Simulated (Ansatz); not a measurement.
# C2H4O2: the cost of one run

Method: RKS PBE/def2-SVP, in Ansatz 0.2.0.

### 1 The system as given

Bond lengths: C1–C2 1.502 Å, C2–O3 1.200 Å, C2–O4 1.340 Å, C1–H5 1.085 Å, C1–H6 1.089 Å, C1–H7 1.086 Å, O4–H8 0.970 Å. Angles: C1–C2–O3 125.8°, C1–C2–O4 111.8°, O3–C2–O4 122.4°, C2–C1–H5 110.1°, C2–C1–H6 108.4°, C2–C1–H7 109.7°, H5–C1–H6 109.1°, H5–C1–H7 111.0°, H6–C1–H7 108.3°, C2–O4–H8 110.5°.

Structure file:

```xyz
8

C    -0.0213    0.9338   -0.2477
C     0.2699   -0.4535    0.2487
O     1.2348   -0.7857    0.8809
O    -0.7002   -1.3149   -0.0870
H    -0.7244    0.8955   -1.0734
H    -0.4598    1.5065    0.5676
H     0.9037    1.4185   -0.5460
H    -0.5029   -2.2003    0.2568
```

### 2 End point A

Contents of input.yaml:

```yaml
crystal:
  periodic: [false, false, false]
  atoms:
    - { symbol: C, position_ang: [-0.02127, 0.93384, -0.24772] }
    - { symbol: C, position_ang: [0.26994, -0.45347, 0.24869] }
    - { symbol: O, position_ang: [1.23482, -0.7857, 0.88094] }
    - { symbol: O, position_ang: [-0.70015, -1.31486, -0.08699] }
    - { symbol: H, position_ang: [-0.7244, 0.89549, -1.07337] }
    - { symbol: H, position_ang: [-0.45979, 1.50645, 0.5676] }
    - { symbol: H, position_ang: [0.90374, 1.41852, -0.54595] }
    - { symbol: H, position_ang: [-0.50288, -2.20027, 0.25679] }
basis:
  gaussian: { orbitals: def2-SVP }
hamiltonian:
  xc: pbe
relax:
  f_tol: 0.02
  max_steps: 50
```

Command:

```bash
$ ansatz run input.yaml --threads 1 --pin off --max-ram 2048MiB --backend cpu --events-out ev --progress --plain --runs-dir out
```

Q: Estimate wall time and peak memory on 1 thread of Arm Neoverse V2, shared host.

About 26 s, with a peak of 0.13 GiB.
